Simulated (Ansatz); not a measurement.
Runs of Ansatz 0.2.0 on Bi2Se3 (Paraguanajuatite). The structure is trigonal, space group R-3m (No. 166). The conventional cell has a = 4.143 Å, b = 4.143 Å, c = 28.636 Å, α = 90.00°, β = 90.00°, γ = 120.00°. Bi (site symmetry 3m) has 6 Se at 2.85 to 3.07 Å as nearest neighbours. Around Se (site symmetry 3m) lie 3 Bi at 2.85 Å. Se (site symmetry -3m) has 6 Bi at 3.07 Å as nearest neighbours. 

| task | level | potentials or basis | spin | k mesh | cutoff (eV) | points for each segment of the path | mesh quality | gap on the mesh (eV) | pressure (GPa) | V0 of scaled cells (Å³/atom) | B0 (GPa) | largest force (eV/Å) |
| --- | --- | --- | --- | --- | --- | --- | --- | --- | --- | --- | --- | --- |
| equation of state | LDA | JTH PAW LDA | off | 8 × 8 × 8 | 1800 | - | not flagged | - | - | 27.56 | 68 | - |
| equation of state | PBE | Ansatz PAW | off | 8 × 8 × 8 | 420 | - | not flagged | - | - | (a) | 57 | - |
| band structure | revPBE | Ansatz PAW | off | 8 × 8 × 8 | 420 | 14 | not flagged | 0.27 | 3.8 | - | - | 0.16 |
| band structure | PBE | Ansatz PAW large core | off | 8 × 8 × 8 | 420 | 14 | not flagged | 0.22 | 2.6 | - | - | 0.16 |
| equation of state | PBEsol | Ansatz PAW | off | 8 × 8 × 8 | 420 | - | not flagged | - | - | 28.24 | (c) | - |
| band structure | r2SCAN | Ansatz PAW | SOC, no magnetisation | 8 × 8 × 8 | 500 | 14 | not flagged | 0.21 | 1.7 | - | - | (d) |
| single point | PBE | Ansatz PAW | off | 4 × 4 × 4 | 420 | - | coarse | (b) | 2.4 | - | - | 0.19 |

Alike in all rows: cell as given; smearing fermi-dirac 0.05 eV.

**Question.** Estimate the missing entries.

**Answer.** (a) 29.57; (b) 0.23; (c) 64; (d) 0.11.

Caveats: some runs use coarse meshes; the cell was scaled at fixed shape and fractional positions, which overstates the stiffness of a crystal with free parameters, most of all of layers and chains (some runs); spin-orbit coupling is left out, which moves the levels of the heavy elements (some runs); spin-orbit coupling is left out, which as a rule narrows the gap of such compounds by several tenths of an eV (some runs); the PAW data sets come from PBE, with cores solved anew for the run's functional, which leaves a small shift of forces and pressure (some runs); this set keeps more shells in the core, which shifts pressures and gaps (some runs).

A k mesh can miss the band edges, and rows without SOC leave out spin-orbit coupling on Bi, Se.

The runs don't all hold the same shells in valence.
